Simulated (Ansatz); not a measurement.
# FeCo3: convergence and cost

This session on FeCo3 sets out to test the plane-wave cutoff on the displaced cell.

Program: Ansatz 0.2.0. Level of theory: DFT r2SCAN, scalar-relativistic, plane waves, PAW. These are calculated values, not measurements.

1 further run of the same task is left out (set aside as unsound or not needed). Runs told in other sessions of the task aren't counted.

## (1) The starting structure

The structure is cubic, space group Pm-3m (No. 221). The conventional cell has a = 3.536 Å, b = 3.536 Å, c = 3.536 Å, α = 90.00°, β = 90.00°, γ = 90.00°. Fe (site symmetry m-3m) is surrounded by 12 Co at 2.50 Å. Around Co (site symmetry 4/mmm) lie 4 Fe at 2.50 Å and 8 Co at 2.50 Å.

Structure file:

```xyz
4
Lattice="3.5357 0.0000 0.0000 0.0000 3.5357 0.0000 0.0000 0.0000 3.5357" Properties=species:S:1:pos:R:3 pbc="T T T"
Fe    0.0000    0.0000    0.0000
Co    1.7679    1.7679    0.0000
Co    1.7679    0.0000    1.7679
Co    0.0000    1.7679    1.7679
```

Source of the structure: the Materials Project (structure only). It is taken as it stands there.

## (2) The base input

input.yaml reads:

```yaml
crystal:
  lattice:
    - [3.53570262, 0.0, 0.0]
    - [0.0, 3.53570262, 0.0]
    - [0.0, 0.0, 3.53570262]
  atoms:
    - { symbol: Fe, position: [0.0, 0.0, 0.0], spin: 3.22 }
    - { symbol: Co, position: [0.5, 0.5, 0.0], spin: 2.09 }
    - { symbol: Co, position: [0.5, 0.0, 0.5], spin: 2.09 }
    - { symbol: Co, position: [0.0, 0.5, 0.5], spin: 2.09 }
basis:
  ecutwfc: 500
kpoints:
  mp_grid: { grid: [12, 12, 12] }
hamiltonian:
  xc: r2scan
scf:
  occupations: { method: gaussian, width: 0.1 }
output:
  forces: true
  stress: true
  eigenvalues: true
  populations: true
magnetization:
  spin_polarized: true
```

Its results, from an earlier run: -4970.1534 eV/atom at zero smearing, pressure 0.24 GPa, largest force 0.000 eV/Å, no gap on the mesh, site moments Fe +2.92, Co +1.90 (×3) μB, in 21 SCF cycles and 29 s.

The runs on the displaced cell use a copy made earlier, with the atoms moved and the axes strained (about 1 %) at random, so that forces and shear stress do not vanish.

## (3) Plane-wave cutoff on the displaced cell set to 200 eV

input.yaml reads:

```yaml
crystal:
  lattice:
    - [3.5721540735, -0.0275255438, -0.0181245131]
    - [-0.0275255438, 3.5689489459, -0.0232513138]
    - [-0.0181245131, -0.0232513138, 3.507546981]
  atoms:
    - { symbol: Fe, position: [0.0260725471, 0.0326027914, -0.0477834004], spin: 3.08 }
    - { symbol: Co, position: [0.4579454134, 0.4883795985, -0.0513251958], spin: 2.08 }
    - { symbol: Co, position: [0.5097400828, -0.0474838799, 0.5185504739], spin: 2.1 }
    - { symbol: Co, position: [0.0107045508, 0.4478103975, 0.4990532067], spin: 2.07 }
basis:
  ecutwfc: 200
kpoints:
  mp_grid: { grid: [8, 8, 8] }
hamiltonian:
  xc: r2scan
scf:
  occupations: { method: gaussian, width: 0.1 }
output:
  forces: true
  stress: true
  eigenvalues: true
  populations: true
magnetization:
  spin_polarized: true
```

Run with:

```console
> ansatz run input.yaml --threads 1 --pin off --max-ram 2560MiB --backend cpu --events-out ev --progress --plain --runs-dir out
```

The session goes on with these runs: plane-wave cutoff on the displaced cell set to 250 eV; plane-wave cutoff on the displaced cell: 300 eV; plane-wave cutoff on the displaced cell set to 350 eV; plane-wave cutoff on the displaced cell set to 600 eV.

**Question.** What does this series show?

The runs gave:

| quantity | value |
| --- | --- |
| plane-wave cutoff on the displaced cell: within 10 and 1 meV/atom of 600 eV from | 500 eV for 10; none of the others for 1 |

In words: The last step in the plane-wave cutoff on the displaced cell still changes the energy by 1.51 meV/atom: the series is not settled to 1 meV/atom. Much of this error cancels in differences between similar cells. The pressure is off by up to 24.4 GPa. Forces stay within 0.01 eV/Å of the reference from 500 eV on. The cell's moment varies from 7.68 to 8.08 μB over the series. Other magnetic orders or occupations could lie lower; they were not searched in full. The settings are coarse, so take the values as rough.
